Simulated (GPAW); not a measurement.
Set up this calculation in GPAW 26.7.0, as an ASE script.

* Task: band structure
* Functional: optPBE-vdW
* Potentials or basis: GPAW PAW data sets (gpaw-data 1.2.1)
* Cutoff: 600 eV
* Basis: pw
* k mesh: 6 × 6 × 3
* Occupations: fermi-dirac, width 0.05 eV
* Spin: no spin polarisation
* Maxiter: 150
* Band path: GMKGALHA,LM,KH
* Band points: 60

The system is ZnS (Wurtzite-2H).

```
Zn S
1.0
     3.81100    0.00000    0.00000
    -1.90550    3.30042    0.00000
     0.00000    0.00000    6.23400
Zn S
2 2
Direct
  0.66667 0.33333 0.50000
  0.33333 0.66667 0.00000
  0.66667 0.33333 0.88500
  0.33333 0.66667 0.38500
```

The input as run:

run.py

```python
from ase import Atoms
from ase.dft.bandgap import bandgap
from ase.io import write
from gpaw import GPAW, PW

atoms = Atoms(['Zn', 'Zn', 'S', 'S'],
              cell=[[3.811, 0.0, 0.0],
                    [-1.9055, 3.3004228138, 0.0],
                    [0.0, 0.0, 6.234]],
              scaled_positions=[[0.6666666667, 0.3333333333, 0.5],
                                [0.3333333333, 0.6666666667, 0.0],
                                [0.6666666667, 0.3333333333, 0.885],
                                [0.3333333333, 0.6666666667, 0.385]],
              pbc=True)

calc = GPAW(mode=PW(600),
            xc={'name': 'optPBE-vdW', 'backend': 'libvdwxc'},
            kpts={'size': (6, 6, 3), 'gamma': True},
            occupations={'name': 'fermi-dirac', 'width': 0.05},
            nbands=31,
            convergence={'density': 1e-05, 'energy': 1e-05},
            maxiter=150,
            txt='gpaw.txt')
atoms.calc = calc
energy = atoms.get_potential_energy()
forces = atoms.get_forces()
calc.write('gs.gpw')
write('result.traj', atoms)
print(f'Energy: {energy:.6f} eV')
print('Forces (eV/A):')
print(forces.round(4))
print('Fermi level:', round(calc.get_fermi_level(), 4), 'eV')
print(f'Gap: {bandgap(calc)[0]:.4f} eV, direct: {bandgap(calc, direct=True)[0]:.4f} eV')

path = atoms.cell.bandpath('GMKGALHA,LM,KH', npoints=60, eps=1e-4)
bs_calc = calc.fixed_density(kpts=path, symmetry='off', nbands=48,
                             convergence={'bands': 'CBM+6.0', 'eigenstates': 1e-6}, txt='bands.txt')
bs = bs_calc.band_structure()
bs.write('bs.json')
print(f'Gap on the path: {bandgap(bs_calc)[0]:.4f} eV')
```

Potentials or basis: GPAW PAW data sets (gpaw-data 1.2.1), pw.

Command:

```sh
$ OMP_NUM_THREADS=1 python run.py
```

Results of the run:

```
Largest force           : 0.350 eV/Å
Band gap on the k mesh  : 2.34 eV, direct
Band gap along the path : 2.34 eV, direct
```

Caveat: the PAW data sets were made with another functional, which shifts forces and pressure a little.

Wall time 3.4 min on 1 thread of Arm Neoverse N1, with other jobs on the host, peak memory 0.41 GiB.
